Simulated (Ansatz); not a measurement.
input.yaml (Ansatz)

```yaml
crystal:
  lattice:
    - [-1.607076888, 1.607076888, 1.607076888]
    - [1.607076888, -1.607076888, 1.607076888]
    - [1.607076888, 1.607076888, -1.607076888]
  atoms:
    - { symbol: Al, position: [0.0, 0.0, 0.0] }
hamiltonian:
  xc: pbe
  pseudopotentials:
    kind: paw
    azcp:
      Al: "pseudopotentials/Al.paw.azcp"
basis:
  ecutwfc: 420
  fft_grid_basis: typed
kpoints:
  mp_grid: { grid: [14, 14, 14], shift: [0, 0, 0] }
magnetization:
  spin_polarized: false
scf:
  occupations: { method: fermi_dirac, width: 0.1 }
relax:
  max_steps: 60
  f_tol: 0.01
  cell: {}
output:
  write_density: true
  write_potential: true
  elf: true
  volumetric_format: npy
```

and its output:

```
Engine: ansatz 0.2.0, x86_64-unknown-linux-gnu
Pseudopotentials: kind: paw
Pseudopotential: Al, paw, valence charge 3, recommended cutoff 420 eV (normal) 
Functional definition: PBE
  parameter kappa = 0.804
  parameter beta = 0.06672455060314922
  exchange = pbe_x(kappa = kappa, mu = beta*pi^2/3)
  correlation = pbe_c(beta = beta)
Crystal: 1 atoms, lattice volume = 16.602 Å³
Basis set: ecut = 420 eV, 321 PW (Γ), exchange–correlation on 40×40×40 points (8 copies of the dense FFT grid, shifted against one another)
Bands: 6, of which v1, the nominal top of the filled ones, is band 2 counted from 1 (1 counted from 0)
Symmetry: 48 space group operations
Space group: Im-3m (ITA 229), of the structure as read, at distance tolerance 2.6e-5 Å
k-points: 104 of 2744
Non-local potential: Al, projectors of the file, l = 0: 2, l = 1: 2, l = 2: 1
PAW form: soft (Blöchl's): semilocal exchange-correlation on the pseudo side does not see the compensation charge
PAW one-centre angular grid: Al, 110 points (default); XC on 64 Gauss nodes
Initial density: superposition of atomic densities (neutral atoms: chi_scale 0, normalization atom), corrected by the library's trained network
Initial wavefunctions: pseudopotential atomic-orbital guess
Functional: x = pbe(κ = 0.804, μ = 0.2195149727645171), c = pbe(β = 0.06672455060314922)
SCF iter   1: F=—  HF=-537.416425 eV  |F-HF|=—  |Δ(HF+E_count)|=         —  Δρ=5.36e-4  dr2=2.86e-5  ethr=1.77e-3  ⟨swp⟩=4.6  Hψ=5381  notcnv=0
SCF iter   2: F=—  HF=-537.416434 eV  |F-HF|=—  |Δ(HF+E_count)|=   9.57e-6  Δρ=2.64e-4  dr2=6.71e-6  ethr=9.52e-7  ⟨swp⟩=1.8  Hψ=1569  notcnv=0
iter 3 did not close the SCF: its close was put off for the readings that it lacked (scf_convergence_deferred on its scf_iter line)
SCF iter   3: F=-537.416438 eV  HF=-537.416438 eV  |F-HF|=1.71e-9  |Δ(HF+E_count)|=   3.63e-6  Δρ=1.06e-5  dr2=1.38e-8  ethr=2.24e-7  ⟨swp⟩=2.0  Hψ=763  notcnv=0
iter 4 did not close the SCF: its close was put off for the readings that it lacked (scf_convergence_deferred on its scf_iter line)
SCF iter   4: F=-537.416438 eV  HF=-537.416438 eV  |F-HF|=6.55e-10  |Δ(HF+E_count)|=   1.46e-9  Δρ=2.70e-6  dr2=4.07e-10  ethr=4.62e-10  ⟨swp⟩=1.5  Hψ=671  notcnv=0
iter 5 did not close the SCF: its close was put off for the readings that it lacked (scf_convergence_deferred on its scf_iter line)
SCF iter   5: F=-537.416438 eV  HF=-537.416438 eV  |F-HF|=2.50e-12  |Δ(HF+E_count)|=  6.98e-10  Δρ=1.74e-7  dr2=1.61e-12  ethr=1.36e-11  ⟨swp⟩=2.0  Hψ=764  notcnv=0
SCF iter   6: F=-537.416438 eV  HF=-537.416438 eV  |F-HF|=1.14e-13  |Δ(HF+E_count)|=  2.61e-12  Δρ=3.76e-9  dr2=8.00e-16  ethr=1.00e-12  ⟨swp⟩=2.9  Hψ=1825  notcnv=0
SCF 1 converged in 6 iterations: F = -537.416438 eV  dr2 = 8.00e-16
relax step   1: F+E_penalty+E_count = -537.41643774 eV  Δ(F+E_penalty+E_count) = +0.000e0 eV  max|allowed force component| = 0.000e0 eV/Å  Δτ_max = 0.0000 Å  P = +1.538 GPa  Ω = 16.602 Å³  (6 SCF iters, accepted)
Crystal: 1 atoms, lattice volume = 16.970 Å³
Initial density: handed on by an earlier stage of this run
Initial wavefunctions: those handed on with the density
iter 1 solved again at ethr=1.88e-6 eV; its pass at ethr=3.10e-3 eV (dr2=5.65e-5 eV) is discarded
SCF iter   1: F=—  HF=-537.418033 eV  |F-HF|=—  |Δ(HF+E_count)|=         —  Δρ=5.61e-4  dr2=6.26e-5  ethr=1.88e-6  ⟨swp⟩=2.4  Hψ=6169  notcnv=0
SCF iter   2: F=—  HF=-537.417990 eV  |F-HF|=—  |Δ(HF+E_count)|=   4.34e-5  Δρ=2.69e-4  dr2=1.43e-5  ethr=1.88e-6  ⟨swp⟩=1.0  Hψ=624  notcnv=0
SCF iter   3: F=-537.417974 eV  HF=-537.417974 eV  |F-HF|=1.25e-9  |Δ(HF+E_count)|=   1.59e-5  Δρ=4.10e-6  dr2=1.67e-9  ethr=3.33e-9  ⟨swp⟩=5.2  Hψ=2266  notcnv=0
SCF 2 converged in 3 iterations: F = -537.417974 eV  dr2 = 1.67e-9
relax step   2: F+E_penalty+E_count = -537.41797391 eV  Δ(F+E_penalty+E_count) = -1.536e-3 eV  max|allowed force component| = 0.000e0 eV/Å  Δτ_max = 0.0000 Å  P = -0.048 GPa  Ω = 16.970 Å³  energy of the carried Pulay correction = -1.400e-4 eV  (3 SCF iters, dr2 threshold 1.00e-7 eV, accepted)
Initial wavefunctions: pseudopotential atomic-orbital guess (no wavefunctions were taken with the density)
iter 1 solved again at ethr=4.46e-10 eV; its pass at ethr=3.10e-3 eV (dr2=1.34e-8 eV) is discarded
SCF iter   1: F=—  HF=-537.418118 eV  |F-HF|=—  |Δ(HF+E_count)|=         —  Δρ=1.94e-5  dr2=6.87e-9  ethr=4.46e-10  ⟨swp⟩=3.2  Hψ=7426  notcnv=0
SCF iter   2: F=—  HF=-537.418126 eV  |F-HF|=—  |Δ(HF+E_count)|=   7.83e-6  Δρ=9.52e-6  dr2=1.56e-9  ethr=2.29e-10  ⟨swp⟩=2.1  Hψ=779  notcnv=0
SCF iter   3: F=—  HF=-537.418126 eV  |F-HF|=—  |Δ(HF+E_count)|=   1.75e-8  Δρ=6.01e-7  dr2=3.23e-11  ethr=5.21e-11  ⟨swp⟩=2.0  Hψ=779  notcnv=0
SCF iter   4: F=-537.418126 eV  HF=-537.418126 eV  |F-HF|=2.73e-12  |Δ(HF+E_count)|=  3.08e-11  Δρ=2.72e-7  dr2=9.29e-12  ethr=1.00e-12  ⟨swp⟩=4.1  Hψ=1560  notcnv=0
SCF 3 converged in 4 iterations: F = -537.418126 eV  dr2 = 9.29e-12
relax step   3: F+E_penalty+E_count = -537.41812620 eV  Δ(F+E_penalty+E_count) = -1.523e-4 eV  max|allowed force component| = 0.000e0 eV/Å  Δτ_max = 0.0000 Å  P = -0.033 GPa  Ω = 16.970 Å³  stress off target by 3.25e-2 GPa  SCF on the basis re-selected at this cell (its energy is not comparable with the rows above)  (4 SCF iters)
basis re-selected at this cell: Δ(F+E_penalty+E_count) = -1.523e-4 eV, ΔP = +0.015 GPa vs the last step (what re-selecting the basis moved, of the pressure what is left beyond the Pulay correction that the steps carried, after the strain that the cell walked since its last selection, with what the two solves' SCF thresholds leave and, on support functions, any second-order correction that the steps lacked; it is no measure of the basis error at this ecutwfc). This SCF's stress stands 3.25e-2 GPa from its target on what of the cell is left free (relax.cell.stress_tol is 5.00e-2 GPa) and its largest allowed force component is 0.00e0 eV/Å (relax.f_tol is 1.00e-2 eV/Å): within both
SCF converged after 4 iterations
Free energy (F): -537.418126 eV
Harris-Foulkes:  -537.418126 eV  (|F-HF|=2.73e-12)
Internal energy: -537.405406 eV  (E = F + TS)
E sigma→0 (E₀):  -537.411766 eV
Entropy (-TS):   -0.012720 eV (-12.720 meV/atom)
Fermi energy:    7.655599 eV
--- Per-component energies (eV) ---
  E_band       = 10.001405
  E_kinetic    = 22.276649
  E_local      = 9.460477  (includes V_loc(G=0)·N_el)
  E_nonlocal   = 10.482063
  E_hartree    = 0.060886
  E_xc         = -39.549682
  E_vxc        = -28.702373  (∫ρ·V_xc dr)
  E_paw        = -467.301917  (= ΣΔE_a)
  E_vpaw       = -3.637181  (= ΣTr[D̂ρ^β])
  E_aug_tail   = -0.000002  (compensation charges beyond the density's cutoff)
  E_ewald      = -72.833881
  E_smearing   = -0.012720  (= −TS)
  E_closure    = 0.000000  (closes the sum)
  Σ components = -537.418126   (vs F -537.418126, Δ=0.00e0)
--- Forces (eV/Å), atoms counted from 1 ---
  atom   1  Al     0.00000000     0.00000000     0.00000000
  max |Σ_I F_I| component: 2.05e-32 eV/Å
--- Stress (GPa, compression-positive) ---
       -0.032510       0.000000       0.000000
       -0.000000      -0.032510       0.000000
       -0.000000      -0.000000      -0.032510
  P = ⅓ Tr σ = -0.0325 GPa (-0.325 kbar)
--- Band table (eV; the first three rows and the last of 104) ---
  k-point 0: bands = ["-3.2767", "20.6424", "20.6424", "20.6424", "21.9530", "21.9530"]
  k-point 1: bands = ["-3.1327", "18.9437", "19.6579", "20.0917", "21.4173", "22.5133"]
  k-point 2: bands = ["-2.7014", "16.1382", "18.4433", "19.0017", "20.3778", "21.5194"]
  k-point 103: bands = ["9.4780", "9.4780", "9.4780", "10.6631", "10.6631", "12.9177"]
--- Relaxed structure (2 steps of the walk, 2 accepted, 1 SCFs on fresh bases) ---
  F+E_penalty+E_count = -537.41812620 eV   max|allowed force component| = 0.000e0 eV/Å   (the final SCF, on the basis selected at the relaxed cell)
  cell:  # Å, volume = 16.9704 Å³
    - [-1.6188655557586324, 1.6188655557586327, 1.6188655557586327]
    - [1.6188655557586324, -1.6188655557586327, 1.6188655557586327]
    - [1.6188655557586324, 1.6188655557586327, -1.6188655557586327]
  atoms:
    - { symbol: Al, position: [0.0, 0.0, 0.0] }
```

Command:

```sh
ansatz run input.yaml --threads 1 --pin off --max-ram 3584MiB --backend cpu --events-out ev --progress --plain --runs-dir out
```

On 1 thread of Intel(R) Xeon(R) Platinum 8259CL CPU @ 2.50GHz (Skylake/Cascade Lake) (shared host) this took about 3.5 s of wall time and 3.5 s of CPU time.
